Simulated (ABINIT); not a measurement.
# ZnO (zincite) (P6_3mc) in ABINIT: a series of runs, part 2 of 2

ABINIT 10.8.3 (patched build).

### Step 5. Single point, PBEsol

run.abi

```
# Pseudopotentials
pp_dirpath "./"
pseudos "Zn.upf, O.upf"

# Structure
acell 3.249308 3.249308 5.205709 Angstrom
rprim
     1.0000000000     0.0000000000     0.0000000000
    -0.5000000000     0.8660254038     0.0000000000
     0.0000000000     0.0000000000     1.0000000000
ntypat 2
znucl 30 8
natom 4
typat 1 1 2 2
xcart
     1.6246540002     0.9379944241     0.0000000000
    -0.0000000002     1.8759888486     2.6028545000
    -0.0000000002     1.8759888486     4.5758702681
     1.6246540002     0.9379944241     1.9730157681 Angstrom

# Plane-wave basis
ecut 1034.032677 eV

# k points
kptopt 1
ngkpt 7 7 4
nshiftk 1
shiftk 0.0 0.0 0.0

# Exchange and correlation
ixc -116133

# Bands and occupations
nband 32
occopt 3
tsmear 0.05 eV

# SCF cycle
nstep 100
tolvrs 1.0e-10

# Output
iomode 3
prtwf 0
prtden 0
prteig 0
prtebands 0
enunit 2
```

Potentials or basis: PseudoDojo NC SR PBEsol v0.4.1 standard.

Launch:

```
$ abinit run.abi > log 2>&1
```

run.abo:

```text
.Version 10.8.3 of ABINIT
 Symmetries : space group P6_3 m c (#186); Bravais hP (primitive hexag.)
================================================================================
 Values of the parameters that define the memory need of the present run
     intxc =       0    ionmov =       0      iscf =       7    lmnmax =       6
     lnmax =       6     mgfft =      60  mpssoang =       3    mqgrid =    3001
     natom =       4  nloc_mem =       1    nspden =       1   nspinor =       1
    nsppol =       1      nsym =      12    n1xccc =    2501    ntypat =       2
    occopt =       3   xclevel =       2
       mpw =        3626          nfft =       77760          nkpt =          24
================================================================================
================================================================================

--------------------------------------------------------------------------------
------------- Echo of variables that govern the present computation ------------
--------------------------------------------------------------------------------
 -outvars: echo values of preprocessed input variables --------
            acell      6.1403022187E+00  6.1403022187E+00  9.8373643012E+00 Bohr
              amu      6.53900000E+01  1.59994000E+01
             ecut      3.80000000E+01 Hartree
           enunit           2
              ixc     -116133
         kptrlatt        7    0    0      0    7    0      0    0    4
          kptrlen      3.93494572E+01
            natom           4
            nband          32
[... 208 lines left out ...]
'-kT*entropy'       : -2.97699839397163E-07
total_energy        : -4.50856603846792E+02
total_energy_eV     : -1.22684331888263E+04
band_energy         : -5.18062338909474E+01
...

 Cartesian components of stress tensor (hartree/bohr^3)
  sigma(1 1)=  1.19130065E-04  sigma(3 2)=  0.00000000E+00
  sigma(2 2)=  1.19130064E-04  sigma(3 1)=  0.00000000E+00
  sigma(3 3)=  6.44664951E-05  sigma(2 1)=  0.00000000E+00

-Cartesian components of stress tensor (GPa)         [Pressure= -2.9688E+00 GPa]
- sigma(1 1)=  3.50492752E+00  sigma(3 2)=  0.00000000E+00
- sigma(2 2)=  3.50492749E+00  sigma(3 1)=  0.00000000E+00
- sigma(3 3)=  1.89666977E+00  sigma(2 1)=  0.00000000E+00

== END DATASET(S) ==============================================================
================================================================================

 -outvars: echo values of variables after computation  --------
            acell      6.1403022187E+00  6.1403022187E+00  9.8373643012E+00 Bohr
           etotal     -4.5085660385E+02
            fcart     -6.3146877519E-27 -4.4559614896E-27 -1.2043122894E-03
                      -3.5081598622E-27 -1.2557709653E-26 -1.2043122894E-03
                       3.5081598622E-27  9.3170103874E-27  1.2043122894E-03
                       6.3146877519E-27  7.6966607548E-27  1.2043122894E-03
            rprim      1.0000000000E+00  0.0000000000E+00  0.0000000000E+00
                      -5.0000000000E-01  8.6602540380E-01  0.0000000000E+00
                       0.0000000000E+00  0.0000000000E+00  1.0000000000E+00
           strten      1.1913006505E-04  1.1913006386E-04  6.4466495096E-05
                       0.0000000000E+00  0.0000000000E+00  0.0000000000E+00
           xangst      1.6246540000E+00  9.3799442422E-01  0.0000000000E+00
                      -6.4633052269E-17  1.8759888485E+00  2.6028545000E+00
                      -6.4633052269E-17  1.8759888485E+00  4.5758702681E+00
                       1.6246540000E+00  9.3799442422E-01  1.9730157681E+00
             xred      6.6666666666E-01  3.3333333332E-01  0.0000000000E+00
                       3.3333333333E-01  6.6666666665E-01  5.0000000000E-01
                       3.3333333333E-01  6.6666666665E-01  8.7901000000E-01
                       6.6666666666E-01  3.3333333332E-01  3.7901000000E-01
 Calculation completed.
```

Run time: 77 s. Hardware: 1 thread of AMD EPYC 9R14 (Zen 4), shared host; peak memory 0.12 GiB.

Results:

```yaml
Free_energy: -12268.4332 eV
Pressure: -3.0 GPa
Largest_force: 0.062 eV/Å
Band_gap_on_the_k_mesh: 0.76 eV, direct
Valence_electrons_inside_the_program's_atomic_spheres: Zn 18.17; O 6.23
```

Forces on the atoms (eV/Å):
```
Zn   0.000  0.000 -0.062
Zn   0.000  0.000 -0.062
O    0.000  0.000  0.062
O    0.000  0.000  0.062
```

Levels at points of the mesh, in eV from the valence-band top:
| k point | band 23 | band 24 | band 25 | band 26 | band 27 | band 28 | band 29 | band 30 |
| --- | --- | --- | --- | --- | --- | --- | --- | --- |
| (0.00, 0.00, 0.00) | -0.81 | -0.07 | 0.00 | 0.00 | 0.76 | 5.18 | 8.18 | 12.80 |
| (0.00, 0.00, 0.50) | -0.40 | -0.40 | -0.40 | -0.40 | 3.43 | 3.43 | 10.04 | 10.04 |

### Step 6. Overview

| task | level | potentials or basis | cell | cutoff (eV) | cell freedom (optcell) | optimiser (ionmov) | cutoff smearing ecutsm (Ha) | force stop (Ha/bohr) | gap on the mesh (eV) | pressure (GPa) | largest force (eV/Å) |
| --- | --- | --- | --- | --- | --- | --- | --- | --- | --- | --- | --- |
| single point | PBE | PseudoDojo NC SR PBE v0.4.1 standard | as given | 1034 | - | - | - | - | 0.87 | - | 0.07 |
| relaxation of cell and atoms | LDA | PseudoDojo NC SR LDA v0.4.1 standard | relaxed | 1143 | 2 | 2 | 0.5 | 2e-05 | 0.87 | 0.0 | - |
| single point | LDA | PseudoDojo NC SR LDA v0.4.1 standard | cell relaxed | 1143 | - | - | - | - | 0.87 | 0.0 | - |
| single point | PBEsol | PseudoDojo NC SR PBEsol v0.4.1 standard | as given | 1034 | - | - | - | - | 0.76 | -3.0 | 0.06 |

Alike in all rows: no spin polarisation; k mesh 7 × 7 × 4; smearing fermi-dirac 0.05 eV.

Caveats: an odd mesh through Γ misses points on the zone boundary, where band edges often lie (some runs).

Absolute energies hang on the potentials; compare differences alone.

### Step 7. How close it comes

Step 2. Measured gap of ZnO: 3.37 eV (quoted in “Electronic structure of alkaline earth and post-transition metal oxides”, 2009, arxiv:0908.1581). This calculation gives 0.87 eV (-2.50 eV). So large a miss can be the level of theory's own, or it may mean another phase, state or a wrong row. The value is that of PBE, without temperature or zero-point motion. Semilocal functionals fall short of measured gaps as a rule.

Step 5. Against the measured gap of ZnO, 3.37 eV (quoted in “Electronic structure of alkaline earth and post-transition metal oxides”, 2009, arxiv:0908.1581), the calculated 0.76 eV is off by -2.61 eV. So large a miss can be the level of theory's own, or it may mean another phase, state or a wrong row. The value is that of PBEsol, without temperature or zero-point motion. Semilocal functionals fall short of measured gaps as a rule.
